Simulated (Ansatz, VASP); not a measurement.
# PbS: VASP beside Ansatz

Aim: how closely do two programs agree when they are given the same cell, functional and k mesh? The cell is taken from a series of runs on this material, whose earlier steps may have relaxed, scaled, displaced or heated it; both programs get it as it stands.

Main program and level: Ansatz 0.2.0; plane waves, with VASP 6.6.1 beside it; relaxation of cell and atoms at PBE with D3(BJ).

## (1) The starting structure

It takes space group Fm-3m (No. 225, cubic). The conventional cell has a = 5.935 Å, b = 5.935 Å, c = 5.935 Å, α = 90.00°, β = 90.00°, γ = 90.00°. Pb has 6 S at 2.97 Å nearest. S has 6 Pb at 2.97 Å nearest. Farther neighbours and most contacts between anions are not listed.

As a file:

```xyz
8
Lattice="8.3921 0.0000 0.0000 0.0000 4.1960 0.0000 0.0000 0.0000 5.9355" Properties=species:S:1:pos:R:3 pbc="T T T"
Pb    1.0490    3.1470    4.4516
Pb    5.2450    3.1470    4.4516
Pb    7.3431    1.0490    1.4839
Pb    3.1471    1.0490    1.4839
S     7.3434    1.0490    4.4516
S     3.1474    1.0490    4.4516
S     1.0486    3.1470    1.4839
S     5.2447    3.1470    1.4839
```

## (2) VASP: relaxation of cell and atoms, PBE with D3(BJ)

The relaxed volume is the usual yardstick between codes: in a stiff, nearly cubic crystal its relative difference is about their pressure difference at one cell divided by the bulk modulus.

Lines of VASP's logs that name or quote its potential files are left out, and so is its time.

Input file INCAR:

```
SYSTEM = PbS
PREC = Accurate
ENCUT = 500
EDIFF = 1E-07
NELM = 120
ISMEAR = 0
SIGMA = 0.01
LREAL = .FALSE.
ALGO = Normal
GGA = PE
IVDW = 12
NBANDS = 49
LORBIT = 11
LWAVE = .FALSE.
LCHARG = .FALSE.
ISIF = 3
IBRION = 2
NSW = 80
EDIFFG = -0.005
LASPH = .TRUE.
GGA_COMPAT = .FALSE.
NELMIN = 4
EFERMI = MIDGAP
KPAR = 2
```

Input file POSCAR:

```
PbS
1.0
    8.3920870000      0.0000000000      0.0000000000
    0.0000000000      4.1959920000      0.0000000000
    0.0000000000      0.0000000000      5.9354850000
Pb S
4 4
Direct
    0.1249977807      0.7500000000      0.7499999579
    0.6249977806      0.7500000000      0.7499999579
    0.8750022194      0.2500000000      0.2499999579
    0.3750022194      0.2500000000      0.2499999579
    0.8750442232      0.2500000000      0.7499999579
    0.3750442232      0.2500000000      0.7499999579
    0.1249557768      0.7500000000      0.2499999579
    0.6249557768      0.7500000000      0.2499999579
```

Input file KPOINTS:

```
Automatic mesh
0
Gamma
4 8 6
0 0 0
```

PAW data sets: Pb_d and S (PBE family, release 64).

Run with:

```sh
$ mpirun -np 2 vasp_std
```

Numbers of over 12 decimals in the logs are rounded to 6 here.

The log of the run:

```text
[banner, memory and clock lines left out]
running    2 mpi-ranks, on    1 nodes
 distrk:  each k-point on    1 cores,    2 groups
 distr:  one band on    1 cores,    1 groups

 POSCAR found type information on POSCAR PbS
 POSCAR found :  2 types and       8 ions
 LDA part: xc-table for (Slater+PW92), standard interpolation
 POSCAR, INCAR and KPOINTS ok, starting setup
 FFT: planning ... GRIDC
 FFT: planning ... GRID_SOFT
 FFT: planning ... GRID
 WAVECAR not read
 entering main loop
       N       E                     dE             d eps       ncg     rms          rms(c)
DAV:   1     0.939900775153E+03    0.93990E+03   -0.35881E+04  5880   0.173E+03
DAV:   2     0.986609422602E+02   -0.84124E+03   -0.81450E+03  5953   0.476E+02
DAV:   3    -0.284522415845E+02   -0.12711E+03   -0.12096E+03  7765   0.208E+02
DAV:   4    -0.366506751078E+02   -0.81984E+01   -0.81027E+01  7389   0.522E+01
DAV:   5    -0.369507733852E+02   -0.30010E+00   -0.29970E+00  7522   0.983E+00    0.963E+00
DAV:   6    -0.349816225414E+02    0.19692E+01   -0.47638E+00  7982   0.106E+01    0.620E+00
DAV:   7    -0.350170308059E+02   -0.35408E-01   -0.10957E+00  7769   0.332E+00    0.351E+00
DAV:   8    -0.350350706468E+02   -0.18040E-01   -0.15191E-01  7844   0.289E+00    0.936E-01
DAV:   9    -0.350249995928E+02    0.10071E-01   -0.31025E-02  8021   0.126E+00    0.256E-01
DAV:  10    -0.350260088463E+02   -0.10093E-02   -0.48905E-03  7744   0.316E-01    0.206E-01
DAV:  11    -0.350260775203E+02   -0.68674E-04   -0.43156E-04  7775   0.183E-01    0.144E-02
DAV:  12    -0.350260804549E+02   -0.29346E-05   -0.36604E-05  7969   0.330E-02    0.404E-03
DAV:  13    -0.350260807029E+02   -0.24794E-06   -0.22385E-06  7399   0.819E-03    0.385E-03
DAV:  14    -0.350260806223E+02    0.80607E-07   -0.12914E-07  4503   0.398E-03
   1 F= -.37799335E+02 E0= -.37799335E+02  d E =-.377993E+02
 curvature:   0.00 expect dE= 0.000E+00 dE for cont linesearch  0.000E+00
 trial: gam= 0.00000 g(F)=  0.458E-07 g(S)=  0.180E-03 ort = 0.000E+00 (trialstep = 0.100E+01)
 search vector abs. value=  0.180E-03
 bond charge predicted
       N       E                     dE             d eps       ncg     rms          rms(c)
DAV:   1    -0.350234288517E+02    0.26519E-02   -0.77831E-02  7535   0.293E+00    0.274E-01
DAV:   2    -0.350213831438E+02    0.20457E-02   -0.44385E-03  7397   0.710E-01    0.101E-01
DAV:   3    -0.350210477168E+02    0.33543E-03   -0.15331E-03  7545   0.393E-01    0.215E-02
DAV:   4    -0.350210617580E+02   -0.14041E-04   -0.52014E-05  6600   0.380E-02    0.696E-03
DAV:   5    -0.350210649699E+02   -0.32119E-05   -0.53072E-06  8203   0.203E-02    0.622E-03
DAV:   6    -0.350210662171E+02   -0.12472E-05   -0.52179E-07  5885   0.428E-03    0.362E-03
DAV:   7    -0.350210677594E+02   -0.15424E-05   -0.14677E-07  4201   0.334E-03    0.632E-04
DAV:   8    -0.350210675614E+02    0.19802E-06   -0.89098E-08  3874   0.389E-03    0.323E-04
DAV:   9    -0.350210675415E+02    0.19939E-07   -0.23655E-08  3785   0.116E-03
   2 F= -.37799387E+02 E0= -.37799387E+02  d E =-.520570E-04
 trial-energy change:   -0.000052  1 .order   -0.000054   -0.000180    0.000072
 step:   0.7046(harm=  0.7149)  dis= 0.00002  next Energy=   -37.799398 (dE=-0.627E-04)
 bond charge predicted
       N       E                     dE             d eps       ncg     rms          rms(c)
DAV:   1    -0.350227825368E+02   -0.17150E-02   -0.68008E-03  7513   0.867E-01    0.810E-02
DAV:   2    -0.350226104965E+02    0.17204E-03   -0.38626E-04  7419   0.209E-01    0.298E-02
DAV:   3    -0.350225799898E+02    0.30507E-04   -0.13351E-04  7501   0.116E-01    0.629E-03
DAV:   4    -0.350225769915E+02    0.29983E-05   -0.45623E-06  6567   0.112E-02    0.205E-03
DAV:   5    -0.350225760217E+02    0.96977E-06   -0.39915E-07  5376   0.594E-03    0.170E-03
DAV:   6    -0.350225756595E+02    0.36215E-06   -0.79804E-08  3753   0.199E-03    0.888E-04
DAV:   7    -0.350225752988E+02    0.36076E-06   -0.36538E-08  3504   0.195E-03    0.268E-04
DAV:   8    -0.350225753312E+02   -0.32402E-07   -0.16395E-08  3495   0.153E-03
   3 F= -.37799397E+02 E0= -.37799397E+02  d E =-.620051E-04
 curvature:  -0.36 expect dE=-0.215E-07 dE for cont linesearch -0.489E-08
 trial: gam=-0.00839 g(F)=  0.440E-07 g(S)=  0.162E-07 ort = 0.157E-05 (trialstep = 0.941E+00)
 search vector abs. value=  0.466E-07
 reached required accuracy - stopping structural energy minimisation
```

From OUTCAR (step 2):

```text
ion  position               nearest neighbor table
   1  0.125  0.750  0.750-   5 2.97   5 2.97   6 2.97   6 2.97   7 2.97   7 2.97
   2  0.625  0.750  0.750-   6 2.97   6 2.97   5 2.97   5 2.97   8 2.97   8 2.97
   3  0.875  0.250  0.250-   7 2.97   7 2.97   8 2.97   8 2.97   5 2.97   5 2.97
   4  0.375  0.250  0.250-   8 2.97   8 2.97   7 2.97   7 2.97   6 2.97   6 2.97
   5  0.875  0.250  0.750-   1 2.97   1 2.97   2 2.97   2 2.97   3 2.97   3 2.97
   6  0.375  0.250  0.750-   2 2.97   2 2.97   1 2.97   1 2.97   4 2.97   4 2.97
   7  0.125  0.750  0.250-   3 2.97   3 2.97   4 2.97   4 2.97   1 2.97   1 2.97
   8  0.625  0.750  0.250-   4 2.97   4 2.97   3 2.97   3 2.97   2 2.97   2 2.97

  LATTYP: Found a simple orthorhombic cell.
 ALAT       =     4.1959920000
 B/A-ratio  =     1.4145606093
 C/A-ratio  =     2.0000245472

 Subroutine GETGRP returns: Found  8 space group operations
 (whereof  2 operations were pure point group operations)

The static configuration has the point symmetry S_2 .
 The point group associated with its full space group is D_2h.

 Found     60 irreducible k-points:

   k-points           NKPTS =     60   k-points in BZ     NKDIM =     60   number of bands    NBANDS=     49

   dimension x,y,z NGX =    64 NGY =   32 NGZ =   48
   dimension x,y,z NGXF=   128 NGYF=   64 NGZF=   96

   ENCUT  =  500.0 eV  36.75 Ry    6.06 a.u.  15.30  7.65 10.82*2*pi/ulx,y,z

   NELECT =      80.0000    total number of electrons

 k-points in reciprocal lattice and weights: Automatic mesh
   0.00000000  0.00000000  0.00000000       0.005
   0.25000000  0.00000000  0.00000000       0.010
   0.50000000  0.00000000  0.00000000       0.005
   0.00000000  0.12500000  0.00000000       0.010
   0.25000000  0.12500000  0.00000000       0.021
   0.50000000  0.12500000  0.00000000       0.010
   0.00000000  0.25000000  0.00000000       0.010
   0.25000000  0.25000000  0.00000000       0.021
   0.50000000  0.25000000  0.00000000       0.010
[...]
0.25000000  0.50000000  0.50000000       0.010
   0.50000000  0.50000000  0.50000000       0.005

 Edisp (eV)   -2.77832

 average (electrostatic) potential at core
       1 -91.5400       2 -91.5400       3 -91.5400       4 -91.5400       5 -85.4054
       6 -85.4054       7 -85.4054       8 -85.4054

 E-fermi :   6.0022

 k-point     1 :       0.0000    0.0000    0.0000
  band No.  band energies     occupation
    ...
     36       3.6488      2.00000
     37       3.9172      2.00000
     38       3.9183      2.00000
     39       5.0173      2.00000
     40       5.0174      2.00000
     41       7.2541      0.00000
     42       7.2543      0.00000
     43       8.2562      0.00000
     44       8.2580      0.00000
     45       9.6844      0.00000
    ...

 k-point     2 :       0.2500    0.0000    0.0000
  band No.  band energies     occupation
    ...
     36       3.7378      2.00000
     37       3.9459      2.00000
     38       4.1106      2.00000
     39       4.1689      2.00000
     40       5.2329      2.00000
     41       7.2956      0.00000
     42       8.1338      0.00000
     43       8.3312      0.00000
     44       8.9125      0.00000
     45       9.7149      0.00000
    ...

 k-point     3 :       0.5000    0.0000    0.0000
  band No.  band energies     occupation
    ...
     36       3.3363      2.00000
     37       3.9569      2.00000
     38       3.9569      2.00000
     39       4.6101      2.00000
     40       4.6101      2.00000
     41       8.4935      0.00000
     42       8.4935      0.00000
     43       9.1480      0.00000
     44       9.1480      0.00000
     45       9.1590      0.00000
    ...

 Edisp (eV)   -2.77682

  Total      -0.00083    -0.00033    -0.00137     0.00000     0.00000     0.00000
  in kB      -0.00635    -0.00250    -0.01055     0.00000     0.00000     0.00000
  external pressure =       -0.01 kB  Pullay stress =        0.00 kB

  energy-cutoff  :      500.00
  volume of cell :      208.74
      direct lattice vectors                 reciprocal lattice vectors
     8.388537247  0.000000000  0.000000000     0.119210295  0.000000000  0.000000000
     0.000000000  4.194227433  0.000000000     0.000000000  0.238422931 -0.000000000
     0.000000000  0.000000000  5.932944049     0.000000000  0.000000000  0.168550384

 POSITION                                       TOTAL-FORCE (eV/Angst)
 -----------------------------------------------------------------------------------
      1.04856      3.14567      4.44971         0.000211     -0.000000      0.000000
      5.24282      3.14567      4.44971         0.000211     -0.000000      0.000000
      7.33998      1.04856      1.48324        -0.000211     -0.000000      0.000000
      3.14571      1.04856      1.48324        -0.000211     -0.000000      0.000000
      7.34033      1.04856      4.44971        -0.000429      0.000000      0.000000
      3.14606      1.04856      4.44971        -0.000429      0.000000      0.000000
      1.04821      3.14567      1.48324         0.000429      0.000000     -0.000000
      5.24248      3.14567      1.48324         0.000429      0.000000     -0.000000
 -----------------------------------------------------------------------------------
    total drift:                                0.000001     -0.000000      0.000653

  FREE ENERGIE OF THE ION-ELECTRON SYSTEM (eV)
  ---------------------------------------------------
  free  energy   TOTEN  =       -37.7993969192 eV

  energy  without entropy=      -37.7993969192  energy(sigma->0) =      -37.79939692

 reached required accuracy - stopping structural energy minimisation

 total charge
# of ion       s       p       d       tot
------------------------------------------
    1        1.489   0.505   9.847  11.840
    2        1.489   0.505   9.847  11.840
    3        1.489   0.505   9.847  11.840
    4        1.489   0.505   9.847  11.840
    5        1.350   2.341   0.000   3.691
    6        1.350   2.341   0.000   3.691
    7        1.350   2.341   0.000   3.691
    8        1.350   2.341   0.000   3.691
--------------------------------------------------
tot         11.355  11.383  39.386  62.124

[... 3 further parts left out ...]
```

(Part 1 of 2 ends here.)

[Lines on the potential files, build, host, timing and source positions are cut from VASP's logs without a mark.]

[Logs are printed without paths, hosts, clocks, repeated set-up lines and the standing remarks that a program may print on its own settings, such as how far it seeks lower states.]

[Hosts, paths, dates, database ids (printed as entryN), source tags and the programs' standing remarks are cut or masked in the printed files.]
